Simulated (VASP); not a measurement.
Write the native input for VASP 6.6.1 that does the following.

```
Task                   : relaxation of cell and atoms
Functional             : PBE
Potentials or basis    : VASP PAW PBE potentials, release 64 (Ga_d, Sb)
Cutoff                 : 600 eV
k mesh                 : 16 × 16 × 16
Occupations            : gaussian, width 0.1 eV
Spin                   : no spin polarisation
Dipole correction      : no
Further INCAR settings : ALGO = Fast; EDIFF = 1e-06; IBRION = 2; EDIFFG = -0.01; NSW = 100; ISIF = 3
```

The structure of GaSb lies in POSCAR:

```
GaSb
1.0
    0.0000000000      3.0686042300      3.0686042300
    3.0686042300      0.0000000000      3.0686042300
    3.0686042300      3.0686042300      0.0000000000
Ga Sb
1 1
Direct
    0.0000000000      0.0000000000      0.0000000000
    0.7500000000      0.7500000000      0.7500000000
```

The cell is a database's computed one.

One way to write it, as run:

INCAR

```
ALGO = Fast ; EDIFF = 1E-6
EDIFFG = -0.01 ; ENCUT = 600
GGA = PE ; IBRION = 2
ISIF = 3 ; ISMEAR = 0
LASPH = True ; LCHARG = False
LREAL = False ; LWAVE = False
NELM = 100 ; NSW = 100
PREC = Accurate ; SIGMA = 0.1
```

KPOINTS

```
k-points
0
Gamma
  16 16 16
```

Potentials or basis: VASP PAW PBE potentials, release 64 (Ga_d, Sb).

Run with:

```bash
$ cat potpaw_PBE.64/Ga_d/POTCAR potpaw_PBE.64/Sb/POTCAR > POTCAR
$ mpirun -np 1 vasp_std > vasp.out
```

Results of the run:

| Item | Value |
| --- | --- |
| Relaxed volume | 30.00 Å³/atom |
| Relaxed cell | a = 4.394 Å, b = 4.394 Å, c = 4.394 Å, α = 60.00°, β = 60.00°, γ = 60.00° |
| Space group after relaxing (to 0.05 Å) | F-43m (No. 216) |
| Energy gained by relaxing | 6.4 meV/atom |
| Ionic steps | 7 |
| Pressure after relaxing | 0.1 GPa |
| Band gap on the k mesh | none (metal or under the smearing width) |

Wall time 3.8 min on 1 thread of AMD EPYC 9R45 96-Core Processor (Zen 5), with other jobs on the host, peak memory 0.3 GiB.
